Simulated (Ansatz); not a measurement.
# HfO2 (Fm-3m) in Ansatz: a series of runs

One crystal, HfO2, is run at these levels: PBE; tasks: band structure.

Everything below comes from runs of Ansatz 0.2.0. Logs are shortened: lines on timing, memory, paths and dates and some standing lists are left out, and cuts for length are marked.

### 1 Starting point

It takes space group Fm-3m (No. 225, cubic). Conventional cell: a = 5.115 Å, b = 5.115 Å, c = 5.115 Å, α = 90.00°, β = 90.00°, γ = 90.00°. Hf (site symmetry m-3m) is surrounded by 8 O at 2.21 Å. O (site symmetry -43m) has 4 Hf at 2.21 Å as nearest neighbours.

Measurements of this composition are mostly on another form, of space group No. 14.

### 2 Band structure, PBE

input.yaml reads:

```yaml
crystal:
  lattice:
    - [0.0, 2.5575, 2.5575]
    - [2.5575, 0.0, 2.5575]
    - [2.5575, 2.5575, 0.0]
  atoms:
    - { symbol: Hf, position: [0.0, 0.0, 0.0] }
    - { symbol: O, position: [0.75, 0.75, 0.75] }
    - { symbol: O, position: [0.25, 0.25, 0.25] }
hamiltonian:
  xc: pbe
  pseudopotentials: { kind: paw, level: accurate }
kpoints:
  mp_grid: { grid: [9, 9, 9] }
  band_path:
    path:
      - [[0.0, 0.0, 0.0], [0.5, 0.0, 0.5], [0.5, 0.25, 0.75], [0.375, 0.375, 0.75], [0.0, 0.0, 0.0], [0.5, 0.5, 0.5], [0.625, 0.25, 0.625], [0.5, 0.25, 0.75], [0.5, 0.5, 0.5], [0.375, 0.375, 0.75]]
      - [[0.625, 0.25, 0.625], [0.5, 0.0, 0.5]]
    npoints: 14
scf:
  occupations: { method: fermi_dirac, width: 0.05 }
  n_extra_bands: 7
output:
  forces: true
  stress: true
  eigenvalues: true
  fatbands: false
```

Potentials or basis: Ansatz PAW earlier set.

Started as:

```
$ ansatz run input.yaml --threads 2 --pin off --max-ram 5120MiB --backend cpu --events-out ev --progress --plain --runs-dir out
```

The program printed:

```text
Warning: RAYON_NUM_THREADS=2 ignored (pool sized by the plan → 2); use --threads N
scf.n_extra_bands = 7 over 19 filled bands (N_el = 38.0): the run solves 26 bands
Engine: ansatz 0.2.0, x86_64-unknown-linux-gnu
Pseudopotentials: kind: paw, level: accurate
Pseudopotential: Hf, paw, valence charge 26, recommended cutoff 620 eV (high), Hf.paw.azcp
Pseudopotential: O, paw, valence charge 6, recommended cutoff 900 eV (normal), O.paw.azcp#accurate
Functional definition: PBE
  parameter kappa = 0.804
  parameter beta = 0.06672455060314922
  exchange = pbe_x(kappa = kappa, mu = beta*pi^2/3)
  correlation = pbe_c(beta = beta)
Crystal: 3 atoms, lattice volume = 33.456 Å³
Basis set: ecut = 900 eV, 2085 PW (Γ), exchange–correlation on 72×72×72 points (8 copies of the dense FFT grid, shifted against one another)
Bands: 26, of which v1, the nominal top of the filled ones, is band 19 counted from 1 (18 counted from 0)
Symmetry: 48 space group operations
Space group: Fm-3m (ITA 225), of the structure as read, at distance tolerance 3.2e-5 Å
k-points: 35 of 729
Non-local potential: Hf, projectors of the file, l = 0: 3, l = 1: 3, l = 2: 2, l = 3: 3
Non-local potential: O, projectors of the file, l = 0: 2, l = 1: 2, l = 2: 2, l = 3: 1
PAW form: soft (Blöchl's): semilocal exchange-correlation on the pseudo side does not see the compensation charge
PAW one-centre angular grid: Hf, 590 points (default); XC on 96 Gauss nodes
PAW one-centre angular grid: O, 194 points (default); XC on 64 Gauss nodes
Initial density: superposition of atomic densities (chi_scale 0.1, normalization cell, long waves kept (reshape's long-wave potential 0.00 eV rms))
Initial wavefunctions: pseudopotential atomic-orbital guess
Functional: x = pbe(κ = 0.804, μ = 0.2195149727645171), c = pbe(β = 0.06672455060314922)
SCF iter   1: F=—  HF=-16878.187367 eV  |F-HF|=—  |Δ(HF+E_count)|=         —  Δρ=8.71e-2  dr2=1.81e0  ethr=3.10e-3  ⟨swp⟩=5.2  Hψ=3382  notcnv=0  defer=12
preconditioner: auto → none  [insulator: Δε(μ)=3.253 eV  Ē_g=21.247 eV  σ=0.050 eV  W_gap=1.00  n_scr=14 (ndim 8)  ℏωp=38.5 eV  f_vac=0.003  D(μ)=0.00/eV (n_scr^D=0)  ε∞_Penn≈4.3]
SCF iter   2: F=—  HF=-16877.592510 eV  |F-HF|=—  |Δ(HF+E_count)|=   5.95e-1  Δρ=3.03e-2  dr2=1.46e-1  ethr=3.10e-3  ⟨swp⟩=2.8  Hψ=2127  notcnv=0  defer=47
SCF iter   3: F=—  HF=-16877.541227 eV  |F-HF|=—  |Δ(HF+E_count)|=   5.13e-2  Δρ=1.36e-2  dr2=3.54e-2  ethr=3.83e-4  ⟨swp⟩=2.0  Hψ=1516  notcnv=0  defer=47
SCF iter   4: F=—  HF=-16877.540485 eV  |F-HF|=—  |Δ(HF+E_count)|=   7.42e-4  Δρ=2.79e-3  dr2=1.24e-3  ethr=9.30e-5  ⟨swp⟩=2.1  Hψ=1728  notcnv=0  defer=47
SCF iter   5: F=—  HF=-16877.541875 eV  |F-HF|=—  |Δ(HF+E_count)|=   1.39e-3  Δρ=3.81e-4  dr2=3.05e-5  ethr=3.27e-6  ⟨swp⟩=2.0  Hψ=1610  notcnv=0  defer=47
SCF iter   6: F=—  HF=-16877.541863 eV  |F-HF|=—  |Δ(HF+E_count)|=   1.22e-5  Δρ=3.17e-5  dr2=1.31e-7  ethr=8.04e-8  ⟨swp⟩=2.0  Hψ=1410  notcnv=0  defer=47
SCF iter   7: F=-16877.541863 eV  HF=-16877.541863 eV  |F-HF|=3.45e-8  |Δ(HF+E_count)|=   2.08e-7  Δρ=1.21e-5  dr2=1.03e-8  ethr=2.63e-10  ⟨swp⟩=11.1  Hψ=4629  notcnv=0
SCF 1 converged in 7 iterations: F = -16877.541863 eV  dr2 = 1.03e-8
NSCF: frozen V_eff on 142 k-points
SCF converged after 7 iterations
Free energy (F): -16877.541863 eV
Harris-Foulkes:  -16877.541863 eV  (|F-HF|=3.45e-8)
Internal energy: -16877.541863 eV  (E = F + TS)
E sigma→0 (E₀):  -16877.541863 eV
Fermi energy:    16.373331 eV
--- Per-component energies (eV) ---
  E_band       = -7.229365
  E_kinetic    = 936.223900
  E_local      = -9591.099363  (includes V_loc(G=0)·N_el)
  E_nonlocal   = 2509.838903
  E_hartree    = 3234.246518
  E_xc         = -755.980604
  E_vxc        = -494.506822  (∫ρ·V_xc dr)
  E_paw        = -7568.664084  (= ΣΔE_a, less E_core_relax)
  E_vpaw       = 163.825643  (= ΣTr[D̂ρ^β], less what the cores' own moments, if any, meet on the grid)
  E_core_relax = -0.000059  (the energy of the cores' relaxation)
  E_aug_tail   = 0.000086  (compensation charges beyond the density's cutoff)
  E_ewald      = -5642.107159
  E_smearing   = -0.000000  (= −TS)
  E_closure    = -0.000000  (closes the sum)
  Σ components = -16877.541863   (vs F -16877.541863, Δ=0.00e0)
--- Forces (eV/Å), atoms counted from 1 ---
  atom   1  Hf    -0.00000000    -0.00000000    -0.00000000
  atom   2  O     -0.00000000    -0.00000000     0.00000000
  atom   3  O     -0.00000000     0.00000000     0.00000000
  max |Σ_I F_I| component: 2.78e-17 eV/Å
--- Stress (GPa, compression-positive) ---
       -2.402633      -0.000000      -0.000000
        0.000000      -2.402633      -0.000000
        0.000000       0.000000      -2.402633
  P = ⅓ Tr σ = -2.4026 GPa (-24.026 kbar)
--- Band table (eV; the first three rows and the last of 35) ---
  k-point 0: bands = ["-46.6730", "-15.1672", "-15.1672", "-15.1672", "-4.1072", "-1.3701", "3.4247", "3.4247", "3.4247", "3.4859", "3.4859", "3.4859", "3.6826", "9.2719", "9.2719", "9.2719", "13.8979", "13.8979", "13.8979", "18.3181", "18.3181", "20.0747", "24.6109", "24.6109", "24.6109", "28.4182"]
  k-point 1: bands = ["-46.6716", "-15.2159", "-15.1725", "-15.1725", "-3.9526", "-1.4780", "3.4271", "3.4271", "3.4276", "3.4818", "3.4818", "3.4860", "3.6487", "9.3906", "9.3906", "9.6000", "13.5250", "13.6735", "13.6735", "18.5414", "18.5414", "20.5755", "24.0657", "24.4075", "24.4075", "27.9785"]
  k-point 2: bands = ["-46.6680", "-15.3355", "-15.1860", "-15.1860", "-3.5639", "-1.7224", "3.4322", "3.4322", "3.4367", "3.4729", "3.4729", "3.4863", "3.5815", "9.6959", "9.6959", "10.4015", "12.7356", "13.2207", "13.2207", "18.9310", "18.9310", "21.3297", "23.3984", "23.9989", "23.9989", "27.0973"]
  k-point 34: bands = ["-46.6572", "-15.4609", "-15.4011", "-15.2739", "-2.2857", "-2.2809", "3.4477", "3.4518", "3.4544", "3.4578", "3.4606", "3.4733", "3.4796", "9.2637", "9.6961", "11.7083", "12.1194", "13.1730", "14.1573", "19.1375", "19.5428", "21.3523", "21.5327", "22.6297", "26.8252", "28.0354"]
```

Run time: 2 s. Hardware: 2 threads of AMD EPYC 9B45 (Zen 5), shared host; peak memory 0.52 GiB.

What came out:

- Free energy: -16877.5419 eV
- Pressure: -2.4 GPa
- Band gap on the k mesh: 3.82 eV, indirect (least direct gap 3.93 eV)
- Band gap along the path: 3.71 eV, direct

Levels at the corners of the path, in eV from the valence-band top:
```tsv
point	band 17	band 18	band 19	band 20	band 21	band 22
Γ	-0.60	-0.60	-0.60	3.82	3.82	5.57
X	-1.54	-1.54	0.00	3.71	5.38	6.40
W	-2.53	-1.40	-0.20	4.71	5.04	6.86
K	-2.21	-1.33	-0.33	4.23	5.30	6.69
Γ	-0.60	-0.60	-0.60	3.82	3.82	5.57
L	-2.66	-1.81	-1.81	4.51	4.51	6.75
U	-2.21	-1.33	-0.33	4.23	5.30	6.69
W	-2.53	-1.40	-0.20	4.71	5.04	6.86
L	-2.66	-1.81	-1.81	4.51	4.51	6.75
K	-2.21	-1.33	-0.33	4.23	5.30	6.69
U	-2.21	-1.33	-0.33	4.23	5.30	6.69
X	-1.54	-1.54	0.00	3.71	5.38	6.40
```

Caveat: the k mesh misses the band edges, so the gap on the mesh is wider than the one along the path; spin-orbit coupling is left out, which moves the levels of the heavy elements. Expect the measured gap to be larger: semilocal functionals such as PBE lack the derivative discontinuity.

### 3 Band structure, PBE

input.yaml, as its differences from that of step 2:

```diff
@@ -11,3 +11,3 @@
   xc: pbe
-  pseudopotentials: { kind: paw, level: accurate }
+  pseudopotentials: { kind: nc, accuracy: stringent }
 kpoints:
@@ -27 +27,5 @@
   fatbands: false
+  write_density: true
+  write_potential: true
+  elf: true
+  volumetric_format: npy
```

Potentials or basis: PseudoDojo stringent (PBE files).

Started as:

```
$ ansatz run input.yaml --threads 2 --pin off --max-ram 5120MiB --backend cpu --events-out ev --progress --plain --runs-dir out
```

Run time: 4.9 s. Hardware: 2 threads of AMD EPYC 9B45 (Zen 5), shared host; peak memory 0.9 GiB.

Results (log left out):

```
Free energy             : -8639.2823 eV
Pressure                : -3.2 GPa
Band gap on the k mesh  : 3.83 eV, indirect (least direct gap 3.94 eV)
Band gap along the path : 3.73 eV, direct
```

Levels at the corners of the path, in eV from the valence-band top:
```
point  band 16  band 17  band 18  band 19  band 20  band 21  band 22  band 23
    Γ    -5.21    -0.60    -0.60    -0.60     3.83     3.83     5.60    10.10
    X    -3.40    -1.53    -1.53     0.00     3.73     5.39     6.42     7.95
    W    -2.53    -2.53    -1.39    -0.20     4.72     5.05     6.87     6.87
    K    -3.29    -2.20    -1.33    -0.33     4.24     5.31     6.71     7.33
    Γ    -5.21    -0.60    -0.60    -0.60     3.83     3.83     5.60    10.10
    L    -3.05    -2.65    -1.80    -1.80     4.53     4.53     6.77     8.94
    U    -3.29    -2.20    -1.33    -0.33     4.24     5.31     6.71     7.33
    W    -2.53    -2.53    -1.39    -0.20     4.72     5.05     6.87     6.87
    L    -3.05    -2.65    -1.80    -1.80     4.53     4.53     6.77     8.94
    K    -3.29    -2.20    -1.33    -0.33     4.24     5.31     6.71     7.33
    U    -3.29    -2.20    -1.33    -0.33     4.24     5.31     6.71     7.33
    X    -3.40    -1.53    -1.53     0.00     3.73     5.39     6.42     7.95
```

Caveat: the k mesh misses the band edges, so the gap on the mesh is wider than the one along the path; spin-orbit coupling is left out, which moves the levels of the heavy elements. As with any semilocal functional, this PBE gap is likely too small.
